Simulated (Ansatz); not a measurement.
## Pressure against volume: Cu₃Au

Space group Pm-3m (No. 221). a = 3.740 Å, b = 3.740 Å, c = 3.740 Å, α = 90.00°, β = 90.00°, γ = 90.00°
| atom | site | symmetry | x | y | z |
| --- | --- | --- | --- | --- | --- |
| Cu | 3c | 4/mm.m | 0.0000 | 0.5000 | 0.5000 |
| Au | 1a | m-3m | 0.0000 | 0.0000 | 0.0000 |

The runs use the primitive cell with vectors (3.740, 0.000, 0.000), (0.000, 3.740, 0.000), (0.000, 0.000, 3.740) Å, to which the k mesh refers.

The geometry is COD entry 9013496, unchecked; take it as a test cell.

Spin–orbit coupling is left out, though it moves levels of the heavy atoms by tenths of an eV or more.

All numbers are computed: DFT, LDA, all-electron LAPW, scalar-relativistic (Ansatz 0.2.0); DFT, LDA, PAW with Ansatz's default frozen-core files, scalar-relativistic (Ansatz 0.2.0).

For LAPW: a Γ-centred 9×9×9 k mesh, Fermi–Dirac smearing of 0.08 eV, basis error target 1 meV/atom, no spin polarisation. PAW takes a cutoff of 420 eV at this cell (files made with PBE, cores remade for this functional). The Ansatz runs share mesh, smearing and spin set-up. Plane-wave (PAW) pressures include the program's estimate of the Pulay term.

The cell above is scaled evenly, with fractional coordinates and shape held.

Estimate the equilibrium volume and bulk modulus that LAPW (all electrons) gives for this fixed shape.

V0 = 12.38 Å³/atom, B0 = 191 GPa, B0′ = 5.2, from a third-order Birch–Murnaghan fit to these pressures:
```csv
V/V(cell),V (Å³/atom),"P, LAPW (GPa)","P, PAW (GPa)","free energy over the lowest listed, PAW (meV/atom)"
0.9400,12.294,1.32,1.35,0.0
0.9600,12.555,-2.63,-2.60,1.1
0.9800,12.817,-6.09,-6.07,8.2
0.9900,12.948,-7.66,-7.64,13.8
1.0000,13.078,-9.12,-9.11,20.7
1.0100,13.209,-10.50,-10.48,28.7
1.0200,13.340,-11.78,-11.77,37.8
1.0400,13.602,-14.10,-14.09,58.9
1.0600,13.863,-16.13,-16.12,83.6
```

PAW's V0 lies 0.01 % from the all-electron value and its B0 0.0 %. Symmetry fixes shape and coordinates here, so this is the relaxed modulus.
